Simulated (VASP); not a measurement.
Here is a VASP 6.6.1 calculation.

Contents of INCAR:

```
PREC = Accurate
ENCUT = 600
EDIFF = 1E-7
ISMEAR = 0
SIGMA = 0.03
LREAL = False
LASPH = True
NELM = 80
ALGO = Normal
ISIF = 3
LWAVE = False
LCHARG = False
GGA = PS
IBRION = 2
NSW = 90
EDIFFG = -0.005
KPAR = 4
```

The input KPOINTS:

```
Automatic mesh
0
Gamma
  6 6 6
```

File POSCAR:

```
Cs2AgBiBr6                              
1.0
   -3.9325841477      3.9325841619      5.6374210076
    3.9325841477     -3.9325841619      5.6374210076
    3.9325841619      3.9325841477     -5.6374210076
  Cs              Bi              Ag              Br            
     2     1     1     6
Direct
     0.2500000000000000    0.7500000000000000    0.5000000000000000
     0.7500000000000000    0.2500000000000000    0.5000000000000000
     1.0000000000000000    1.0000000000000000    1.0000000000000000
     0.5000000000000000    0.5000000000000000    1.0000000000000000
     0.7755295507048698    0.2840619974220056    0.0595915481268754
     0.2244704492951302    0.7159380025779944    0.9404084518731247
     0.2840619974220056    0.2244704492951302    0.5085324467171286
     0.7159380025779944    0.7755295507048698    0.4914675532828713
     0.2527934696957884    0.2527934696957884    1.0000000000000000
     0.7472065303042114    0.7472065303042114    1.0000000000000000
```

Potentials or basis: VASP PAW PBE potentials, release 64 (Cs_sv, Bi_d, Ag, Br).

Launch:

```sh
$ cat potpaw_PBE.64/Cs_sv/POTCAR potpaw_PBE.64/Bi_d/POTCAR potpaw_PBE.64/Ag/POTCAR potpaw_PBE.64/Br/POTCAR > POTCAR
$ mpirun -np 4 vasp_std > vasp.out
```

(1) What does it give for the band gap on the k mesh?

Answers

(1) 1.20 eV, indirect (least direct gap 2.28 eV).

Caveat: the relaxation stopped at its first step, so nothing moved; spin-orbit coupling is left out, which as a rule narrows the gap of such compounds by several tenths of an eV.
